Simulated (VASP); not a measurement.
KTaO3:

```
K Ta O
1.0
     3.98830    0.00000    0.00000
     0.00000    3.98830    0.00000
     0.00000    0.00000    3.98830
K Ta O
1 1 3
Direct
  0.50000 0.50000 0.50000
  0.00000 0.00000 0.00000
  0.50000 0.00000 0.00000
  0.00000 0.50000 0.00000
  0.00000 0.00000 0.50000
```

| Property | Result |
| --- | --- |
| Program | VASP 6.6.1 |
| Task | relaxation of cell and atoms |
| Functional | PBE |
| Potentials or basis | VASP PAW PBE potentials, release 64 (K_sv, Ta_pv, O) |
| Cutoff | 600 eV |
| k mesh | 8 × 8 × 8 |
| Occupations | gaussian, width 0.03 eV |
| Spin | no spin polarisation |

At the start: pressure 5.9 GPa; volume 12.69 Å³/atom.

Task: Where does the relaxation end?

Result: Over 3 steps the energy falls by 6.8 meV/atom and the volume is 13.07 Å³/atom (+3.0 %); space group Pm-3m (No. 221, to 0.05 Å).

The path:
```csv
step,energy change (eV),largest force (eV/Å),pressure (GPa),volume (Å³)
1,0.0000,0.0000,5.90,63.44
2,0.0186,0.0000,-6.49,67.83
3,-0.0339,0.0000,-0.05,65.34
```

Final structure:
```yaml
crystal:
  lattice:
    - [4.02782, 0.00000, 0.00000]
    - [0.00000, 4.02782, 0.00000]
    - [0.00000, 0.00000, 4.02782]
  atoms:
    - { symbol: K, position: [0.50000, 0.50000, 0.50000] }
    - { symbol: Ta, position: [0.00000, 0.00000, 0.00000] }
    - { symbol: O, position: [0.50000, 0.00000, 0.00000] }
    - { symbol: O, position: [0.00000, 0.50000, 0.00000] }
    - { symbol: O, position: [0.00000, 0.00000, 0.50000] }
```
